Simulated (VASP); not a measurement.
Here is a VASP 6.6.1 calculation.

INCAR

```
SYSTEM = TiO2
PREC = Accurate ; ENCUT = 450
EDIFF = 1E-6 ; ISMEAR = 0
SIGMA = 0.02 ; LREAL = .FALSE.
LASPH = .TRUE. ; NELM = 120
ALGO = Normal ; ISIF = 2
LWAVE = .FALSE. ; LCHARG = .FALSE.
LMAXMIX = 4 ; GGA = PE
NBANDS = 33 ; KPAR = 4
```

The input KPOINTS:

```
Automatic mesh
0
G
  12 12 12
  0 0 0
```

The input POSCAR:

```
TiO2                                    
1.0
   -1.9009072460      1.9009072460      4.8540041656
    1.9009072460     -1.9009072460      4.8540041656
    1.9009072460      1.9009072460     -4.8540041656
  Ti              O             
     2     4
Direct
     0.0000000000000000    0.0000000000000000    0.0000000000000000
     0.7500000000000000    0.2500000000000000    0.5000000000000000
     0.9564960053127507    0.4564960053127507    0.5000000000000000
     0.2064960053127507    0.2064960053127507    0.0000000000000000
     0.5435039946872493    0.0435039946872493    0.5000000000000000
     0.7935039946872493    0.7935039946872493    0.0000000000000000
```

The input KPOINTS_OPT:

```
path GXYSGZS1NPY1Z,XP
20
line-mode
reciprocal
 0.0000000000  0.0000000000  0.0000000000  G
 0.0000000000  0.0000000000  0.5000000000  X

 0.0000000000  0.0000000000  0.5000000000  X
-0.0773813750  0.0773813750  0.5000000000  Y

-0.0773813750  0.0773813750  0.5000000000  Y
-0.2886906875  0.2886906875  0.2886906875  S

-0.2886906875  0.2886906875  0.2886906875  S
 0.0000000000  0.0000000000  0.0000000000  G

 0.0000000000  0.0000000000  0.0000000000  G
 0.5000000000  0.5000000000 -0.5000000000  Z

 0.5000000000  0.5000000000 -0.5000000000  Z
 0.2886906875  0.7113093125 -0.2886906875  S1

 0.2886906875  0.7113093125 -0.2886906875  S1
 0.0000000000  0.5000000000  0.0000000000  N

 0.0000000000  0.5000000000  0.0000000000  N
 0.2500000000  0.2500000000  0.2500000000  P

 0.2500000000  0.2500000000  0.2500000000  P
 0.5000000000  0.5000000000 -0.0773813750  Y1

 0.5000000000  0.5000000000 -0.0773813750  Y1
 0.5000000000  0.5000000000 -0.5000000000  Z

 0.0000000000  0.0000000000  0.5000000000  X
 0.2500000000  0.2500000000  0.2500000000  P
```

Potentials or basis: VASP PAW PBE potentials, release 64 (Ti_sv, O).

The run is started by

```bash
$ cat potpaw_PBE.64/Ti_sv/POTCAR potpaw_PBE.64/O/POTCAR > POTCAR
$ mpirun -np 4 vasp_std > vasp.out
```

(1) Estimate the band gap along the path.

(2) Predict the band gap on the k mesh.

(3) Estimate the largest force.

Results:

(1) 2.10 eV, indirect (least direct gap 2.40 eV).

(2) 2.10 eV, indirect (least direct gap 2.41 eV).

(3) 0.004 eV/Å.
